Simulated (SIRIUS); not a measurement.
# Nb (Im-3m) in SIRIUS: equation of state

Aim: energy against volume of Nb in PBEsol, for its equilibrium volume and stiffness.

Everything below comes from runs of SIRIUS 7.10.0. Logs are shortened: lines on timing, memory, paths and dates and some standing lists are left out, and cuts for length are marked. The log counts tension as positive stress, the text compression.

**Measured values to compare with.**

From “Pressure effects on the electronic structure and superconductivity of (TaNb)0.67(HfZrTi)0.33 high entropy alloy”, 2019, arxiv:1910.08312, for a bulk crystal of Nb: bulk modulus 169 GPa.

The results are compared with them further down.

## Step 1: The crystal as given

The structure is cubic, space group Im-3m (No. 229). Conventional cell: a = 3.328 Å, b = 3.328 Å, c = 3.328 Å, α = 90.00°, β = 90.00°, γ = 90.00°. Nb (site symmetry m-3m) is surrounded by 8 Nb at 2.88 Å.

## Step 2: Single point, PBEsol, 17.32 Å³/atom (volume scaled by 0.94)

sirius.json

```json
{
  "control": {
    "processing_unit": "cpu",
    "verbosity": 2,
    "num_bands_to_print": 13,
    "print_forces": true,
    "print_stress": true
  },
  "parameters": {
    "electronic_structure_method": "pseudopotential",
    "xc_functionals": ["XC_GGA_X_PBE_SOL", "XC_GGA_C_PBE_SOL"],
    "gk_cutoff": 9.1,
    "pw_cutoff": 18.2,
    "ngridk": [11, 11, 11],
    "shiftk": [0, 0, 0],
    "smearing": "fermi_dirac",
    "smearing_width": 0.0018374661,
    "num_bands": 13,
    "num_mag_dims": 0,
    "num_dft_iter": 100,
    "energy_tol": 1e-08,
    "density_tol": 1e-06
  },
  "iterative_solver": {
    "type": "davidson",
    "min_tolerance": 1e-09,
    "tolerance_scale": [0.1, 0.25]
  },
  "mixer": {
    "type": "anderson",
    "beta": 0.7,
    "max_history": 8
  },
  "settings": {
    "tol_ne": 1e-10,
    "pseudo_grid_cutoff": 6.5
  },
  "unit_cell": {
    "lattice_vectors": [
      [-0.57735026919, 0.57735026919, 0.57735026919],
      [0.57735026919, -0.57735026919, 0.57735026919],
      [0.57735026919, 0.57735026919, -0.57735026919]
    ],
    "lattice_vectors_scale": 5.3350977906,
    "atom_coordinate_units": "lattice",
    "atom_types": ["Nb"],
    "atom_files": {
      "Nb": "Nb.json"
    },
    "atoms": {
      "Nb": [
        [0.0, 0.0, 0.0]
      ]
    }
  }
}
```

Potentials or basis: PseudoDojo 0.4.1 PBEsol standard (scalar relativistic).

On the command line:

```bash
$ upf_to_json Nb.upf
$ OMP_NUM_THREADS=1 sirius.scf --input=sirius.json --output=out.json --task=0
```

Standard output:

```text
[info] SIRIUS version : 7.10.0
[info] number of MPI ranks           : 1
[info] MPI grid                      : 1 1
[info] maximum number of OMP threads : 1
[fft] FFT context for density and potential
[fft] =====================================
[fft]   comm size                             : 1
[fft]   plane wave cutoff                     : 18.2
[fft]   grid size                             : 36 36 36   total : 46656
[fft]   grid limits                           : -17 18   -17 18   -17 18
[fft]   number of G-vectors within the cutoff : 5997
[fft]   local number of G-vectors             : 5997
[fft]   number of G-shells                    : 333
[fft] FFT context for coarse grid
[fft] =====================================
[fft]   comm size                             : 1
[fft]   plane wave cutoff                     : 18.2
[fft]   grid size                             : 36 36 36   total : 46656
[fft]   grid limits                           : -17 18   -17 18   -17 18
[fft]   number of G-vectors within the cutoff : 5997
[fft]   local number of G-vectors             : 5997
[fft]   number of G-shells                    : 333
[unit cell] lattice vectors
[unit cell]   a1 :      -3.0802201456      3.0802201456      3.0802201456
[unit cell]   a2 :       3.0802201456     -3.0802201456      3.0802201456
[unit cell]   a3 :       3.0802201456      3.0802201456     -3.0802201456
[unit cell] reciprocal lattice vectors
[unit cell]   b1 :       0.0000000000      1.0199247148      1.0199247148
[unit cell]   b2 :       1.0199247148      0.0000000000      1.0199247148
[unit cell]   b3 :       1.0199247148      1.0199247148      0.0000000000
[unit cell] unit cell volume :       116.89751046 [a.u.^3]
[unit cell] 1/sqrt(omega)    :         0.09249055
[unit cell] MT volume        :         0.00000000 ( 0.00%)
[unit cell] IT volume        :       116.89751046 (100.00%)
[unit cell] number of atom types : 1
[unit cell] type id : 0 symbol : Nb mt_radius :  16.590000 num_atoms : 1
[unit cell] total number of atoms : 1
[unit cell] number of symmetry classes : 1
[unit cell] number of PAW atoms : 0
[unit cell] atom id  type id  class id             position                      vector_field
[unit cell] ------------------------------------------------------------------------------------------
[unit cell]      0        0        0      0.00000   0.00000   0.00000      0.00000   0.00000   0.00000
[unit cell] atom id         position (Cartesian, a.u.)
[unit cell] ---------------------------------------------
[unit cell]      0       0.000000    0.000000    0.000000
[unit cell] class id : 0 atom id : 0
[unit cell] minimum bond length:     5.335098
[unit cell] total number of pseudo wave-functions: 10
[sym] space group number   : 229
[sym] international symbol : Im-3m
[sym] Hall symbol          : -I 4 2 3
[sym] space group transformation matrix :
[sym]  -0.5000  0.5000  0.5000
[sym]   0.5000 -0.5000  0.5000
[sym]   0.5000  0.5000 -0.5000
[sym] space group origin shift :
[sym]   0.0000  0.0000  0.0000
[sym] number of space group operations  : 48
[sym] number of magnetic group operations : 48
[sym] metric tensor error: 0.0000e+00
[sym] rotation matrix error: 3.3307e-16
[sym] symmetry operations
[... list of symmetry operations ...]
[atom type] label          : Nb
[atom type] --------------------------------------------------------------------------------
[atom type] symbol         : Nb
[atom type] name           :
[atom type] zn             : 13
[... 169 lines left out ...]
[find] Hartree energy of density residual : 4.570756212386e-07
[find] | SCF iteration   3 out of 100|
[diagonalize] iterative solver tolerance (occupied, empty): 6.95213e-05 6.95213e-05
[diagonalize] average number of iterations: 1.71429
[find] Total energy                   :     -62.25112861 (Ha),    -124.50225722 (Ry)
[find] Free energy (E-TS)             :     -62.25170554 (Ha),    -124.50341108 (Ry)
[find] band gap (eV)                  :       0.00000000
[find] Efermi                         :       0.68468208
[find] iteration : 3, RMS : 7.008800103734e-05, energy difference : -1.100800407983e-05
[find] Hartree energy of density residual : 1.344363956664e-08
[find] | SCF iteration   4 out of 100|
[diagonalize] iterative solver tolerance (occupied, empty): 7.0088e-06 7.0088e-06
[... 29 lines left out ...]
[find] Free energy (E-TS)             :     -62.25170701 (Ha),    -124.50341402 (Ry)
[find] band gap (eV)                  :       0.00000000
[find] Efermi                         :       0.68471383
[find] iteration : 7, RMS : 1.216870691046e-07, energy difference : -3.031971118617e-09
[find] Hartree energy of density residual : 3.406423488145e-13
[find] | SCF iteration   8 out of 100|
[diagonalize] iterative solver tolerance (occupied, empty): 1.21687e-08 1.21687e-08
[diagonalize] average number of iterations: 2.58929
[find] Total energy                   :     -62.25113023 (Ha),    -124.50226046 (Ry)
[find] Free energy (E-TS)             :     -62.25170701 (Ha),    -124.50341402 (Ry)
[find] band gap (eV)                  :       0.00000000
[find] Efermi                         :       0.68471376
[find] iteration : 8, RMS : 1.218669436952e-07, energy difference : -2.866613613151e-10
[find] Hartree energy of density residual : 4.315820864991e-13
[find] bands are converged : true
[find] iterative solver converged : false
[find] +------------------------------+
[find] | SCF iteration   9 out of 100|
[find] +------------------------------+
[diagonalize] iterative solver tolerance (occupied, empty): 3.04218e-09 3.04218e-09
[diagonalize] average number of iterations: 1.64286
[diagonalize] Lowest band energies
[diagonalize] ik:    0   -1.306054   -0.396231   -0.396231   -0.396231    0.465516    0.699061    0.699061    0.699061    0.810708    0.810708    1.215306    1.215306    1.215306
[diagonalize] ik:    1   -1.305227   -0.401107   -0.397700   -0.396277    0.478455    0.691047    0.696830    0.711724    0.799229    0.810780    1.225742    1.237763    1.244664
[diagonalize] ik:    2   -1.302992   -0.413825   -0.401588   -0.396402    0.511733    0.671576    0.686892    0.748409    0.787276    0.812566    1.239694    1.295046    1.300024
[diagonalize] ik:    3   -1.300024   -0.429768   -0.406568   -0.396571    0.544350    0.649440    0.684474    0.794265    0.804846    0.818650    1.212876    1.279763    1.391276
[diagonalize] ik:    4   -1.297256   -0.443804   -0.411038   -0.396731    0.550113    0.631545    0.720229    0.808922    0.828858    0.871521    1.160448    1.213129    1.412936
[diagonalize] ...
[diagonalize] ik:   51   -1.290349   -0.439399   -0.432316   -0.420843    0.573762    0.584037    0.736321    0.820196    0.888443    1.047307    1.092898    1.143341    1.402175
[diagonalize] ik:   52   -1.290663   -0.434586   -0.428012   -0.428012    0.571342    0.583109    0.795053    0.795053    0.854484    0.933327    1.201732    1.201732    1.329902
[diagonalize] ik:   53   -1.289426   -0.437457   -0.430984   -0.428757    0.558388    0.566470    0.810447    0.819180    0.897954    0.997437    1.110123    1.133939    1.396461
[diagonalize] ik:   54   -1.288838   -0.435491   -0.435491   -0.429209    0.554003    0.554003    0.815127    0.881979    0.881979    1.060418    1.060418    1.076690    1.446629
[diagonalize] ik:   55   -1.288272   -0.434927   -0.434015   -0.434015    0.543665    0.546006    0.879440    0.879440    0.897109    1.015751    1.063079    1.063079    1.408637
[find] Charges and magnetic moments
[find] --------------------------------------------------------------------------------
[find] total charge          : 13.000000
[find] Energy
[find] --------------------------------------------------------------------------------
[find] valence_eval_sum               :      -2.02381212
[find] <rho|V^{XC}>                   :      -9.89964100
[find] <rho|E^{XC}>                   :     -13.01260119
[find] <mag|B^{XC}>                   :       0.00000000
[find] <rho|V^{H}>                    :      14.39324892
[find] one-electron contribution      :      -6.51742004 (Ha),     -13.03484008 (Ry)
[find] hartree contribution           :       7.19662446
[find] xc contribution                :     -13.01260119
[find] ewald contribution             :     -49.91773509
[find] PAW contribution               :       0.00000000
[find] smearing (-TS)                 :      -0.00057678
[find] SCF correction                 :       0.00000163
[find] Total energy                   :     -62.25113023 (Ha),    -124.50226046 (Ry)
[find] Free energy (E-TS)             :     -62.25170701 (Ha),    -124.50341402 (Ry)
[find] band gap (eV)                  :       0.00000000
[find] Efermi                         :       0.68471386
[find] iteration : 9, RMS : 3.472257501874e-08, energy difference : -4.477982429307e-10
[find] Hartree energy of density residual : 1.736621589926e-14
[find] bands are converged : true
[find] iterative solver converged : true
[find] converged after 10 SCF iterations!
[find] Charges and magnetic moments
[find] --------------------------------------------------------------------------------
[find] total charge          : 13.000000
[find] Energy
[find] --------------------------------------------------------------------------------
[find] valence_eval_sum               :      -2.02381212
[find] <rho|V^{XC}>                   :      -9.89964100
[find] <rho|E^{XC}>                   :     -13.01260119
[find] <mag|B^{XC}>                   :       0.00000000
[find] <rho|V^{H}>                    :      14.39324892
[find] one-electron contribution      :      -6.51742004 (Ha),     -13.03484008 (Ry)
[find] hartree contribution           :       7.19662446
[find] xc contribution                :     -13.01260119
[find] ewald contribution             :     -49.91773509
[find] PAW contribution               :       0.00000000
[find] smearing (-TS)                 :      -0.00057678
[find] SCF correction                 :       0.00000163
[find] Total energy                   :     -62.25113023 (Ha),    -124.50226046 (Ry)
[find] Free energy (E-TS)             :     -62.25170701 (Ha),    -124.50341402 (Ry)
[find] band gap (eV)                  :       0.00000000
[find] Efermi                         :       0.68471386
[ground_state] === stress tensor components [kbar] ===
[ground_state] === stress_kin ===
[ground_state] -30552.203762    0.000000   -0.000000
[ground_state]     0.000000-30552.203762   -0.000000
[ground_state]    -0.000000   -0.000000-30552.203762
[ground_state] === stress_har ===
[ground_state] -6037.538724    0.000000   -0.000000
[ground_state]     0.000000-6037.538724   -0.000000
[ground_state]    -0.000000   -0.000000-6037.538724
[ground_state] === stress_ewald ===
[ground_state] 41878.002715   -0.000000    0.000000
[ground_state]    -0.00000041878.002715    0.000000
[ground_state]     0.000000    0.00000041878.002715
[ground_state] === stress_vloc ===
[ground_state] 13990.910944   -0.000000    0.000000
[ground_state]    -0.00000013990.910944    0.000000
[ground_state]     0.000000    0.00000013990.910944
[ground_state] === stress_xc ===
[ground_state] -7728.544826    0.000000   -0.000000
[ground_state]     0.000000-7728.544826   -0.000000
[ground_state]    -0.000000   -0.000000-7728.544826
[ground_state] === stress_core ===
[ground_state] 15787.152026   -0.000000    0.000000
[ground_state]    -0.00000015787.152026    0.000000
[ground_state]     0.000000    0.00000015787.152026
[ground_state] === stress_nonloc ===
[ground_state] -27367.585472    0.000000   -0.000000
[ground_state]     0.000000-27367.585472   -0.000000
[ground_state]    -0.000000   -0.000000-27367.585472
[ground_state] === stress_us_nl ===
[ground_state] -27367.585472    0.000000   -0.000000
[ground_state]     0.000000-27367.585472   -0.000000
[ground_state]    -0.000000   -0.000000-27367.585472
[ground_state] === stress_total ===
[ground_state]   -29.807100    0.000000   -0.000000
[ground_state]     0.000000  -29.807100    0.000000
[ground_state]    -0.000000    0.000000  -29.807100
[ground_state] ==== total Forces in Ha/bohr =====
[ground_state] atom:    0, force:       0.0000000      0.0000000      0.0000000
[... 8 lines left out ...]
[ground_state] ==== Ewald forces from ions =====
[ground_state] atom:    0, force:       0.0000000      0.0000000      0.0000000
[~DFT_ground_state] local op. applied: 16494
[~DFT_ground_state] evp. work count: 5181.36
[~DFT_ground_state] number of iterative solver steps: 1346
```

It took 19 s on 1 thread of Arm Neoverse V1, shared host; peak memory 0.27 GiB.

What came out:

* Free energy: -1693.9552 eV
* Pressure: 3.0 GPa
* Band gap on the k mesh: none (metal or under the smearing width)

## Step 3: Single point, PBEsol, 17.69 Å³/atom (volume scaled by 0.96)

Edit sirius.json of step 2 so:

```diff
@@ -43,3 +43,3 @@
     ],
-    "lattice_vectors_scale": 5.3350977906,
+    "lattice_vectors_scale": 5.3726701396,
     "atom_coordinate_units": "lattice",
```

Potentials or basis: PseudoDojo 0.4.1 PBEsol standard (scalar relativistic).

On the command line:

```bash
$ upf_to_json Nb.upf
$ OMP_NUM_THREADS=1 sirius.scf --input=sirius.json --output=out.json --task=0
```

Run time: 19 s. Hardware: 1 thread of Arm Neoverse V1, shared host; peak memory 0.27 GiB.

Results (log left out):

```yaml
Free_energy: -1693.9577 eV
Pressure: -0.9 GPa
Band_gap_on_the_k_mesh: none (metal or under the smearing width)
```

## Step 4: Single point, PBEsol, 18.06 Å³/atom (volume scaled by 0.98)

Edit sirius.json of step 3 so:

```diff
@@ -43,3 +43,3 @@
     ],
-    "lattice_vectors_scale": 5.3726701396,
+    "lattice_vectors_scale": 5.409724208,
     "atom_coordinate_units": "lattice",
```

On the command line:

```bash
$ upf_to_json Nb.upf
$ OMP_NUM_THREADS=1 sirius.scf --input=sirius.json --output=out.json --task=0
```

It took 19 s on 1 thread of Arm Neoverse V1, shared host; peak memory 0.27 GiB.

It converged, with:

| Item | Value |
| --- | --- |
| Free energy | -1693.9516 eV |
| Pressure | -4.4 GPa |
| Band gap on the k mesh | none (metal or under the smearing width) |

## Step 5: Single point, PBEsol, 18.80 Å³/atom (volume scaled by 1.02)

Edit sirius.json of step 4 so:

```diff
@@ -43,3 +43,3 @@
     ],
-    "lattice_vectors_scale": 5.409724208,
+    "lattice_vectors_scale": 5.4823466218,
     "atom_coordinate_units": "lattice",
```

On the command line:

```bash
$ upf_to_json Nb.upf
$ OMP_NUM_THREADS=1 sirius.scf --input=sirius.json --output=out.json --task=0
```

Wall time 20 s (1 thread of Arm Neoverse V1, shared host); peak memory 0.28 GiB.

It converged, with:

```
Free energy            : -1693.9167 eV
Pressure               : -10.7 GPa
Band gap on the k mesh : none (metal or under the smearing width)
```

## Step 6: Single point, PBEsol, 19.17 Å³/atom (volume scaled by 1.04)

Edit sirius.json of step 5 so:

```diff
@@ -43,3 +43,3 @@
     ],
-    "lattice_vectors_scale": 5.4823466218,
+    "lattice_vectors_scale": 5.5179472726,
     "atom_coordinate_units": "lattice",
```

Potentials or basis: PseudoDojo 0.4.1 PBEsol standard (scalar relativistic).

On the command line:

```bash
$ upf_to_json Nb.upf
$ OMP_NUM_THREADS=1 sirius.scf --input=sirius.json --output=out.json --task=0
```

Wall time 20 s (1 thread of Arm Neoverse V1, shared host); peak memory 0.28 GiB.

It converged, with:

```yaml
Free_energy: -1693.8891 eV
Pressure: -13.4 GPa
Band_gap_on_the_k_mesh: none (metal or under the smearing width)
```

## Step 7: Single point, PBEsol, 19.53 Å³/atom (volume scaled by 1.06)

Edit sirius.json of step 6 so:

```diff
@@ -43,3 +43,3 @@
     ],
-    "lattice_vectors_scale": 5.5179472726,
+    "lattice_vectors_scale": 5.5530943813,
     "atom_coordinate_units": "lattice",
```

On the command line:

```bash
$ upf_to_json Nb.upf
$ OMP_NUM_THREADS=1 sirius.scf --input=sirius.json --output=out.json --task=0
```

Wall time 22 s (1 thread of Arm Neoverse V1, shared host); peak memory 0.28 GiB.

It converged, with:

| Quantity | Value |
| --- | --- |
| Free energy | -1693.8556 eV |
| Pressure | -15.8 GPa |
| Band gap on the k mesh | none (metal or under the smearing width) |

## Step 8: Equation of state, PBEsol

Potentials or basis: PseudoDojo 0.4.1 PBEsol standard (scalar relativistic).

This step only gathers the single runs of the series.

What came out:

| Item | Value |
| --- | --- |
| Equilibrium volume | 17.61 Å³/atom |
| Bulk modulus | 181 GPa |
| Pressure derivative of the bulk modulus | 3.3 |

Energy against volume, from the lowest point:
```csv
volume (Å³/atom),energy (meV/atom)
17.322,2.45
17.691,0.00
18.060,6.06
18.428,19.95
18.797,41.01
19.165,68.61
19.534,102.13
```

## Step 9: How close it comes

Step 8. A measured bulk modulus of Nb is 169 GPa (quoted in “Pressure effects on the electronic structure and superconductivity of (TaNb)0.67(HfZrTi)0.33 high entropy alloy”, 2019, arxiv:1910.08312); the calculated 181 GPa misses it by +7.3 %. The fit is for a static lattice scaled at fixed shape and fixed fractional positions.
